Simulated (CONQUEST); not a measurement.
Crystal: BaTiO3.

```
Ba Ti O
1.0
     3.99980    0.00000    0.00000
     0.00000    3.99980    0.00000
     0.00000    0.00000    4.01800
Ba Ti O
1 1 3
Direct
  0.00000 0.00000 0.00000
  0.50000 0.50000 0.51000
  0.50000 0.00000 0.48300
  0.00000 0.50000 0.48300
  0.50000 0.50000 0.98100
```

| Property | Result |
| --- | --- |
| Program | CONQUEST 1.3 |
| Task | single point |
| Functional | PBE |
| Potentials or basis | PseudoDojo NC PBE, DZP, grid cutoff 150 Ha |
| k mesh | 7 × 7 × 7 |
| Occupations | fermi-dirac, width 0.05 eV |
| Spin | no spin polarisation |

On this cell: pressure 4.5 GPa; largest force 0.213 eV/Å; band gap on the k mesh 1.78 eV, indirect (least direct gap 1.97 eV).

The same run follows on a disturbed copy (atoms moved at random, drawn with an rms of 0.05 Å):

```
CELL_PARAMETERS angstrom
3.99980 0.00000 0.00000
0.00000 3.99980 0.00000
0.00000 0.00000 4.01800
ATOMIC_POSITIONS crystal
Ba 0.01538 0.99009 0.00387
Ti 0.50035 0.49689 0.50662
O 0.50045 0.99631 0.48745
O 0.00046 0.51343 0.47837
O 0.49304 0.50648 0.97537
```

What changes?

The energy moves by +10.4 meV/atom; pressure 5.2 GPa; largest force 0.674 eV/Å; band gap on the k mesh 1.80 eV, indirect (least direct gap 1.98 eV).

Forces in eV/Å, atoms in the order of the input:
```
Ba  -0.486  0.351 -0.309
Ti   0.191 -0.033  0.223
O    0.088  0.454 -0.080
O   -0.054 -0.438  0.153
O    0.279 -0.337  0.000
```

Stress tensor (GPa, compression positive):
```
 4.33 -0.25  0.27
-0.25  5.03 -0.61
 0.27 -0.61  6.17
```

Caveats: spin-orbit coupling is left out, which moves the levels of the heavy elements; an odd mesh through Γ misses points on the zone boundary, where band edges often lie; the basis of atomic orbitals isn't converged, which shifts pressures, moduli and gaps.
